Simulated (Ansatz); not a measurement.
**RbBr: distorted cells**

Level of theory: Ansatz, DFT PBE, scalar-relativistic, plane waves, PAW.

Cutoff 420 eV; k points 6×6×6 on the computed 2-atom cell (Γ-centred); Gaussian smearing, width 0.02 eV; no spin polarisation.

Reference cell:

```xyz
2
Lattice="0.0000 3.4275 3.4275 3.4275 0.0000 3.4275 3.4275 3.4275 0.0000" Properties=species:S:1:pos:R:3 pbc="T T T"
Rb    0.0000    0.0000    0.0000
Br    3.4275    3.4275    3.4275
```

Each variant moves atoms of this cell by the vectors given, if any (Å), and then applies a symmetric strain (tensor components, Cartesian axes). The reference cell isn't relaxed at this level. Energies are per atom at zero smearing, counted from the lowest variant. Pressure is positive in compression.

1. strain (xx yy zz yz xz xy, %) 2.95 2.95 2.95 4.00 4.00 -4.00
2. strain (xx yy zz yz xz xy, %) 4.75 4.75 4.75 0.00 0.00 0.00
3. strain (xx yy zz yz xz xy, %) 3.16 3.16 3.16 -6.00 6.00 -6.00; moves: Rb1 (0.058, -0.058, 0.058); Br2 (-0.058, 0.058, -0.058)
4. strain (xx yy zz yz xz xy, %) -3.37 -3.37 -3.37 0.00 0.00 0.00
5. strain (xx yy zz yz xz xy, %) 0.14 -2.86 0.14 0.00 0.00 0.00
6. strain (xx yy zz yz xz xy, %) -2.65 -2.65 -2.65 0.00 0.00 0.00
7. strain (xx yy zz yz xz xy, %) 3.48 3.48 3.48 0.00 0.00 0.00

(1) Order the variants by energy, lowest first.

(2) Order them by pressure, highest first.

Answers

(1) 7 (0.0 meV/atom), 2 (5.4 meV/atom), 1 (8.0 meV/atom), 5 (17.9 meV/atom), 3 (37.2 meV/atom), 6 (40.8 meV/atom), 4 (55.5 meV/atom).

(2) 4 (3.16 GPa), 6 (2.60 GPa), 5 (1.51 GPa), 3 (-0.09 GPa), 1 (-0.22 GPa), 7 (-0.35 GPa), 2 (-0.69 GPa).